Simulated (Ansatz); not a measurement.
ZnS: changing the share of exact exchange

Symmetry: F-43m, No. 216, cubic system. The conventional cell has a = 5.404 Å, b = 5.404 Å, c = 5.404 Å, α = 90.00°, β = 90.00°, γ = 90.00°. Around Zn (site symmetry -43m) lie 4 S at 2.34 Å. S (site symmetry -43m) has 4 Zn at 2.34 Å as nearest neighbours.

Kept alike: task single point; k mesh 5 × 5 × 5; occupations fermi-dirac, width 0.05 eV; no spin polarisation. Program: Ansatz, Ansatz PAW, cutoff 420 eV. The mesh is that of the run's cell of 2 atoms. No spin-orbit coupling.

| share of exact exchange, α | pressure (GPa) |
| --- | --- |
| 0 | 1.67 |
| 0.1 | ? |
| 0.15 | 1.09 |
| 0.25 | 0.74 |
| 0.35 | 0.42 |
| 0.5 | -0.01 |

The k mesh is coarse, so the values aren't converged. Pressure is positive in compression, with a Pulay correction for the finite cutoff. All rows use potentials made for PBE. The mesh is thin for exact exchange.

Q: Fit the rows shown and predict the run at 0.1.

A: A least-squares parabola through the rows shown is pressure = 1.434 α² - 4.076 α + 1.67 (largest miss 0.001); at α = 0.1 it gives 1.28 GPa. The run gave: pressure 1.28 GPa.
